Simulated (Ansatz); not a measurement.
Runs of Ansatz 0.2.0 on HfO2. Symmetry: P2_1/c, No. 14, monoclinic system. The conventional cell has a = 5.118 Å, b = 5.186 Å, c = 5.284 Å, α = 90.00°, β = 99.35°, γ = 90.00°. Hf (site symmetry 1) has 7 O at 2.03 to 2.25 Å as nearest neighbours. Around O (site symmetry 1) lie 3 Hf at 2.03 to 2.12 Å. Around O (site symmetry 1) lie 4 Hf at 2.14 to 2.25 Å. 

```tsv
task	level	cell	points for each segment of the path	gap on the mesh (eV)	pressure (GPa)	relaxed volume (Å³/atom)	largest force (eV/Å)
relaxation of cell and atoms	revPBE+D3(BJ)	relaxed	-	4.17	0.0	11.63	-
relaxation of cell and atoms	RPBE+D4	relaxed	-	(a)	0.0	11.66	-
relaxation of cell and atoms	PBEsol	relaxed	-	4.03	0.0	11.42	-
relaxation of cell and atoms	BLYP	relaxed	-	4.12	0.0	12.16	-
relaxation of cell and atoms	RPBE	relaxed	-	4.17	0.0	(b)	0.01
band structure	revPBE	as given	10	4.27	9.4	-	0.50
band structure	RPBE	as given	10	4.29	10.7	-	0.50
```

Alike in all rows: potentials or basis Ansatz PAW; no spin polarisation; k mesh 5 × 5 × 5; cutoff (eV) 420; smearing fermi-dirac 0.05 eV.

Task: Estimate the missing entries.

Result: (a) 4.20; (b) 12.10.

Caveats: spin-orbit coupling is left out, which moves the levels of the heavy elements; the PAW data sets come from PBE, with cores solved anew for the run's functional, which leaves a small shift of forces and pressure; odd divisions of the mesh miss points on the zone boundary, where band edges often lie, so the gap on the mesh can be too wide (some runs); the plane-wave basis is chosen anew once the cell has moved, so the energies of steps on either side of that aren't comparable (some runs); the k mesh misses the band edges, so the gap on the mesh is wider than the one along the path (some runs).

A k mesh can miss the band edges, and the runs leave out spin-orbit coupling on Hf.

Runs at the PBE level aren't shown here.
